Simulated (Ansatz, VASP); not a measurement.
**CdS: VASP beside Ansatz**

```
Cd S
1.0
     0.00000    2.90335    2.90335
     2.90335    0.00000    2.90335
     2.90335    2.90335    0.00000
Cd S
1 1
Direct
  0.00000 0.00000 0.00000
  0.75000 0.75000 0.75000
```

Alike in both runs: task single point; functional revPBE; dispersion D4; k mesh 8 × 8 × 8; occupations gaussian, width 0.05 eV; no spin polarisation.

|  | VASP | Ansatz |
| --- | --- | --- |
| version | VASP 6.6.1 | Ansatz 0.2.0 |
| potentials or method | VASP PAW PBE potentials, release 64 (Cd, S) | scalar-relativistic, plane waves, PAW |
| plane-wave cutoff (eV) | 520 | 420 |
| valence electrons in the cell | 18 | 26 |

```tsv
	VASP	Ansatz	Ansatz less VASP
gap on the k mesh at the Fermi level (eV)	1.32	1.31	-0.004
least direct gap on the mesh (eV)	1.32	1.31	-0.004
pressure (GPa)	1.6	1.2	-0.37
dispersion energy (meV/atom)	-553.7	-553.9	-0.15
```

The two sets of potentials don't hold the same shells in valence.

Caveats: the PAW data sets were made with another functional, which shifts forces and pressure a little (VASP). A hybrid or GW would open this gap; revPBE tends to underestimate it.
